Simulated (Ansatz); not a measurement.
Computed with DFT PBE, scalar-relativistic, plane waves, PAW in Ansatz 0.2.0. Cutoff 420 eV, Γ-centred meshes of about 0.25 Å⁻¹ or finer for metals and 0.3 Å⁻¹ for insulators (2π included), Gaussian smearing. No spin polarisation.

All energies are static (0 K, no zero-point motion).

Compare these two cells of Be5Te, each relaxed at this level.

A. Space group P3 (No. 143), trigonal, a = 4.013 Å, c = 13.920 Å. Be on a site of symmetry 3 is surrounded by 9 Be at 2.27–2.32 Å and 6 Be at 2.63–2.76 Å; Be on a site of symmetry 1 has 9 Be at 2.25–2.37 Å; around Be on a second site of symmetry 3 lie 12 Be at 2.13–2.32 Å; Be on a third site of symmetry 3 is surrounded by 12 Be at 2.13–2.32 Å; Te on its first site is surrounded by 3 Be at 2.33 Å; 3 more sites not described.

B. Space group P31m (No. 157), trigonal, a = 3.757 Å, c = 6.652 Å. Be on a site of symmetry m has 8 Be at 2.16–2.28 Å; Be on a site of symmetry 3 is surrounded by 6 Be at 2.17–2.28 Å and 3 Te at 2.65 Å; Te is surrounded by 6 Be at 2.65 Å.

Question: Which would you expect to be lower, and how large is the difference?

Answer: A is lower, by 217 meV/atom. A has space group P3 (No. 143), 16.2 Å³/atom and a gap of 0.18 eV on its mesh; B has space group P31m (No. 157), 13.6 Å³/atom and no gap. Counting Be atoms around Te (those within 1.25 times the shortest such distance or 1.15 times the sum of covalent radii, 1.27 where that leaves under three; a slash parts the counts of unlike sites), A has Te 3/6 and B has Te 6. Even the lower one lies +0.15 eV/atom against the reference forms of the elements (uncorrected), so neither is stable at this level. Both come from trial cells of a structure search.

These runs have no spin–orbit coupling, which can matter for Te. Kohn–Sham gaps at this level usually fall short of measured ones. The missing spin–orbit coupling can work the other way here. Small gaps are read on the mesh alone, and bands can cross between its points. With atoms moved at random, A came back. B had no clear such test and can be a saddle point.
